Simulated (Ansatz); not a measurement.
The system is TiCo.

```
CELL_PARAMETERS angstrom
2.98611 0.00000 0.00000
0.00000 2.98611 0.00000
0.00000 0.00000 2.98611
ATOMIC_POSITIONS crystal
Co 0.50000 0.50000 0.50000
Ti 0.00000 0.00000 0.00000
```

The cell comes from a database or a generator and needn't be the stable form of this composition.

```yaml
Program: Ansatz 0.2.0
Task: relaxation of cell and atoms
Functional: BLYP
Potentials_or_basis: Ansatz PAW
Cutoff: "420 eV (not typed: the program's choice for these potentials)"
k_mesh: 9 × 9 × 9
Occupations: fermi-dirac, width 0.05 eV
Spin: collinear spin, ferromagnetic start
Starting_moments: "[2.0, 1.0] μB"
```

At the start: volume 13.31 Å³/atom.

Task: Where does the relaxation end?

Result: It ends after 6 steps and the volume is 13.71 Å³/atom (+2.9 %); space group Pm-3m (No. 221, to 0.05 Å); moment 0.83 μB per cell.

Step by step:
```
step  energy change (eV)  largest force (eV/Å)  volume (Å³)
   1              0.0000                0.0000        26.63
   2             -0.0104                0.0000        27.35
   3             -0.0104                0.0000        27.40
   4             -0.0111                0.0000        27.40
   5             -0.0111                0.0000        27.41
   6             -0.0111                0.0000        27.41
```

Final structure:
```cif
data_structure
_symmetry_space_group_name_H-M 'P 1'
_symmetry_Int_Tables_number 1
_cell_length_a 3.0151
_cell_length_b 3.0151
_cell_length_c 3.0151
_cell_angle_alpha 90.000
_cell_angle_beta 90.000
_cell_angle_gamma 90.000
_cell_volume 27.41
loop_
_atom_site_label
_atom_site_type_symbol
_atom_site_fract_x
_atom_site_fract_y
_atom_site_fract_z
_atom_site_occupancy
Co1 Co 0.50000 0.50000 0.50000 1
Ti1 Ti 0.00000 0.00000 0.00000 1
```

Caveat: the plane-wave basis is chosen anew once the cell has moved, so the energies of steps on either side of that aren't comparable; the PAW data sets come from PBE, with cores solved anew for the run's functional, which leaves a small shift of forces and pressure.
